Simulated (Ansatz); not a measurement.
Ionic part of the dielectric constant of CaO at 7.6 GPa, mode by mode

Level of theory: DFT PBEsol, scalar-relativistic, plane waves, PAW in Ansatz 0.2.0. Cutoff 420 eV, 8×8×8 k-points (Γ-centred), fixed occupations. No spin polarisation. Phonons by linear response, acoustic sum rule imposed.

Symmetry: Pm-3m, No. 221, cubic system. The conventional cell has a = 2.834 Å, b = 2.834 Å, c = 2.834 Å, α = 90.00°, β = 90.00°, γ = 90.00°. Around Ca (site symmetry m-3m) lie 8 O at 2.45 Å. O (site symmetry m-3m) is surrounded by 8 Ca at 2.45 Å.

The cell is the ideal cubic caesium chloride prototype; this isn't the usual structure of the compound.

The primitive cell has V = 22.77 Å³ and ε∞,yy = 4.618. Each polar mode adds Δε = (4.92064×10⁷/V)·S/ν² along y, with S its oscillator strength in e²/amu, ν in cm⁻¹ and V in Å³.

Task: From these modes, find each Δε and ε0,yy.
| ν (cm⁻¹) | S_yy (e²/amu) |
| --- | --- |
| 195.4 | 0.5812 |

Result:
```tsv
ν (cm⁻¹)	Δε
195.4	32.89
```

The sum is 32.888, so ε0,yy = 37.51; the run's tensor has 37.51.

Task: Where do the longitudinal modes lie for a wave vector along y?

Result: At 557 cm⁻¹. The Lyddane–Sachs–Teller product Π(ν_LO/ν_TO)² = 8.12 matches ε0/ε∞ = 8.12.

Cost: 1 run of about 0.24 core-minutes, on Arm Neoverse V2 (shared hosts).